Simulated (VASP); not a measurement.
H:

```
CELL_PARAMETERS angstrom
-1.69153 1.69153 2.05847
1.69153 -1.69153 2.05847
1.69153 1.69153 -2.05847
ATOMIC_POSITIONS crystal
H 0.09014 0.09014 0.00000
H 0.90986 0.90986 0.00000
```

```yaml
Program: VASP 6.6.1
Task: single point
Functional: PBE
Potentials_or_basis: VASP PAW PBE potentials, release 64 (H)
Cutoff: 520 eV
k_mesh: 11 × 11 × 11
Occupations: fermi-dirac, width 0.05 eV
Spin: no spin polarisation
```

On this cell: pressure 0.6 GPa; largest force 0.264 eV/Å; band gap on the k mesh 9.05 eV, indirect (least direct gap 9.84 eV).

The same run follows on a disturbed copy (atoms moved at random, drawn with an rms of 0.05 Å):

```
H
1.0
    -1.69153    1.69153    2.05847
     1.69153   -1.69153    2.05847
     1.69153    1.69153   -2.05847
H
2
Cartesian
  0.0147 -0.0166 0.3577
  0.0944 0.0250 3.7356
```

What changes?

The energy moves by -0.1 meV/atom; pressure 0.5 GPa; largest force 0.180 eV/Å; band gap on the k mesh 8.82 eV, indirect (least direct gap 9.57 eV).

Forces in eV/Å, atoms in the order of the input:
```
H   -0.015 -0.008  0.179
H    0.015  0.008 -0.179
```

Stress tensor (GPa, compression positive):
```
 0.20  0.01 -0.07
 0.01  0.19 -0.04
-0.07 -0.04  1.08
```

Caveats: an odd mesh through Γ misses points on the zone boundary, where band edges often lie.
